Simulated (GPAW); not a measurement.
TiSi2:

```xyz
3
Lattice="4.3746 0.0000 0.0000 -2.1873 3.7885 0.0000 0.0000 0.0000 2.5610" Properties=species:S:1:pos:R:3 pbc="T T T"
Ti    0.0000    0.0000    0.0000
Si    0.0000    2.5257    1.2805
Si    2.1873    1.2628    1.2805
```

The cell was built by a generator and needn't be a form met in nature.

- Program: GPAW 26.7.0
- Task: relaxation of cell and atoms
- Functional: PBE
- Dispersion: D3M(BJ)
- Potentials or basis: GPAW PAW data sets (gpaw-data 1.2.1)
- Cutoff: 600 eV
- Basis: pw
- k mesh: 6 × 6 × 9
- Occupations: fermi-dirac, width 0.05 eV
- Spin: no spin polarisation

At the start: pressure -15.5 GPa; volume 14.15 Å³/atom.

How do energy, volume and symmetry change on relaxing?

Over 8 steps the energy falls by 80.4 meV/atom and the volume is 12.63 Å³/atom (-10.7 %); space group P6/mmm (No. 191, to 0.05 Å).

Step by step:
| step | energy change (eV) | largest force (eV/Å) | pressure (GPa) | volume (Å³) |
| --- | --- | --- | --- | --- |
| 1 | 0.0000 | 0.0000 | -15.47 | 42.45 |
| 2 | -0.0725 | 0.0000 | -13.38 | 41.62 |
| 3 | -0.2314 | 0.0000 | 3.31 | 37.26 |
| 4 | -0.2397 | 0.0000 | -0.28 | 37.98 |
| 5 | -0.2400 | 0.0000 | 0.03 | 37.91 |
| 6 | -0.2408 | 0.0000 | 0.38 | 37.83 |
| 7 | -0.2409 | 0.0000 | 0.19 | 37.86 |
| 8 | -0.2411 | 0.0000 | 0.02 | 37.89 |

Final structure:
```cif
data_structure
_symmetry_space_group_name_H-M 'P 1'
_symmetry_Int_Tables_number 1
_cell_length_a 4.1871
_cell_length_b 4.1871
_cell_length_c 2.4959
_cell_angle_alpha 90.000
_cell_angle_beta 90.000
_cell_angle_gamma 120.000
_cell_volume 37.89
loop_
_atom_site_label
_atom_site_type_symbol
_atom_site_fract_x
_atom_site_fract_y
_atom_site_fract_z
_atom_site_occupancy
Ti1 Ti 0.00000 0.00000 0.00000 1
Si1 Si 0.33333 0.66667 0.50000 1
Si2 Si 0.66667 0.33333 0.50000 1
```

Caveat: later steps reuse the first step's grids; pairwise dispersion overbinds metals, which lowers pressure and volume.
